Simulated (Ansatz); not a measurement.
Crystal: Pd.

```
Pd
1.0
     0.00000    1.94650    1.94650
     1.94650    0.00000    1.94650
     1.94650    1.94650    0.00000
Pd
1
Direct
  0.00000 0.00000 0.00000
```

Base run:

```yaml
Program: Ansatz 0.2.0
Functional: PBEsol
Potentials_or_basis: all-electron LAPW, scalar-relativistic
Cutoff: 266 eV (chosen from the basis error)
Basis_error_allowed: 0.001 eV/atom
k_mesh: 12 × 12 × 12
Occupations: fermi-dirac, width 0.05 eV
Spin: no spin polarisation
```

Its results: pressure -3.0 GPa.

Task: The run is repeated on the same cell with these changes: functional from PBEsol to BLYP. What comes out?

Result: Pressure 18.1 GPa.

BLYP binds less tightly than PBEsol, so the same cell stands under more pressure.

Caveats: so large a pressure means that the cell lies far from this level's equilibrium, or that cutoff or potentials fall short (some runs).
